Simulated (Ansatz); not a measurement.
**Si, 16 atoms: molecular dynamics on a GPU**

Wanted: a few steps of dynamics of Si in a cell of 16 atoms; the run's time is noted too.

Computed with Ansatz 0.2 early development (run time, molecular dynamics, HSE06, PAW, unless a step's input says otherwise).

## (1) The starting structure

It takes space group P1 (No. 1, triclinic). Conventional cell: a = 7.679 Å, b = 7.679 Å, c = 7.679 Å, α = 60.00°, β = 60.00°, γ = 60.00°. Around Si (site symmetry 1) lie 4 Si at 2.23 to 2.39 Å. Around Si (site symmetry 1) lie 4 Si at 2.23 to 2.51 Å. Si (site symmetry 1) is surrounded by 4 Si at 2.23 to 2.45 Å. Si (site symmetry 1) is surrounded by 4 Si at 2.32 to 2.44 Å. Si (site symmetry 1) is surrounded by 4 Si at 2.28 to 2.44 Å. Si (site symmetry 1) is surrounded by 4 Si at 2.24 to 2.43 Å. Around Si (site symmetry 1) lie 4 Si at 2.24 to 2.36 Å. Only part of the 16 independent sites is listed.

Coordinates:

```cif
data_structure
_symmetry_space_group_name_H-M 'P1'
_symmetry_Int_Tables_number 1
_cell_length_a 7.6792
_cell_length_b 7.6792
_cell_length_c 7.6792
_cell_angle_alpha 60.000
_cell_angle_beta 60.000
_cell_angle_gamma 60.000
_cell_volume 320.21
loop_
_atom_site_label
_atom_site_type_symbol
_atom_site_symmetry_multiplicity
_atom_site_Wyckoff_symbol
_atom_site_fract_x
_atom_site_fract_y
_atom_site_fract_z
_atom_site_occupancy
Si1 Si 1 a 0.01079 0.99232 0.00436 1
Si2 Si 1 a 0.65556 0.11006 0.11031 1
Si3 Si 1 a 0.48268 0.00717 0.50883 1
Si4 Si 1 a 0.12755 0.12172 0.62314 1
Si5 Si 1 a 0.51205 0.99519 0.99181 1
Si6 Si 1 a 0.12240 0.12269 0.12537 1
Si7 Si 1 a 0.98803 0.99733 0.50038 1
Si8 Si 1 a 0.63119 0.12118 0.62160 1
Si9 Si 1 a 0.49160 0.49749 0.01319 1
Si10 Si 1 a 0.11932 0.62515 0.12939 1
Si11 Si 1 a 0.99239 0.51313 0.49594 1
Si12 Si 1 a 0.62078 0.64111 0.62261 1
Si13 Si 1 a 0.98697 0.50434 0.99381 1
Si14 Si 1 a 0.63990 0.60919 0.12160 1
Si15 Si 1 a 0.49806 0.49748 0.50146 1
Si16 Si 1 a 0.11752 0.62689 0.63340 1
```

## (2) The run

File input.yaml:

```yaml
crystal:
  lattice:
    - [0, 5.43, 5.43]
    - [5.43, 0, 5.43]
    - [5.43, 5.43, 0]
  atoms:
    - { symbol: Si, position: [-0.007677, -0.007477, 0.00436] }
    - { symbol: Si, position: [0.110062, 0.124066, 0.110308] }
    - { symbol: Si, position: [0.00717, 0.001321, 0.508832] }
    - { symbol: Si, position: [0.121717, 0.127593, 0.623138] }
    - { symbol: Si, position: [-0.004808, 0.500946, -0.008187] }
    - { symbol: Si, position: [0.12269, 0.629536, 0.125375] }
    - { symbol: Si, position: [-0.002672, 0.514258, 0.500379] }
    - { symbol: Si, position: [0.121178, 0.626039, 0.621595] }
    - { symbol: Si, position: [0.497492, -0.002281, 0.013189] }
    - { symbol: Si, position: [0.625147, 0.126143, 0.12939] }
    - { symbol: Si, position: [0.513134, -0.001457, 0.495937] }
    - { symbol: Si, position: [0.641115, 0.115495, 0.622609] }
    - { symbol: Si, position: [0.504343, 0.514871, -0.006186] }
    - { symbol: Si, position: [0.60919, 0.629309, 0.121603] }
    - { symbol: Si, position: [0.497477, 0.503004, 0.501457] }
    - { symbol: Si, position: [0.626895, 0.622192, 0.633396] }
kpoints:
  mp_grid: { grid: [2, 2, 2] }
hamiltonian:
  xc: hse06
  pseudopotentials: { kind: paw }
scf:
  occupations: { method: fixed }
output:
  forces: true
md:
  timestep: 1.0
  n_steps: 3
  ensemble: nve
  temperature: 600.0
  initial_velocities: maxwell_boltzmann
  seed: 4
```

Started as:

```sh
ansatz run input --backend cuda --devices 0, --threads 11 --events-out ev
```

What does the calculation give? Wanted: free energy; electrons solved for; SCF passes in all; largest force; temperature, first and last; largest change of the conserved energy.

As calculated:

| quantity | value |
| --- | --- |
| free energy | -10178.4776 eV (-636.1548 eV/atom) |
| electrons solved for | 64 |
| SCF passes in all | 97 |
| largest force | 2.954 eV/Å |
| steps | 3 of 1.00 fs |
| temperature, first and last | 600, 674 K |
| largest change of the conserved energy | 0.02 meV/atom |
| time a step (median) | 12 s |
| cycles of the exchange loop | 24 |
| wall time | 53 s (1 × NVIDIA GB300 with 11 threads of Arm Neoverse V2 (Grace), host not shared) |

What this shows: The largest share of the engine's clock (95 %) was the work after the first SCF. A step took about 12 s, so a picosecond at this time step would take some 3.4 h. 3 fs are too few for averages. With sampling this coarse (it equals a supercell 13 Å thick at its thinnest) the numbers aren't converged for the crystal.
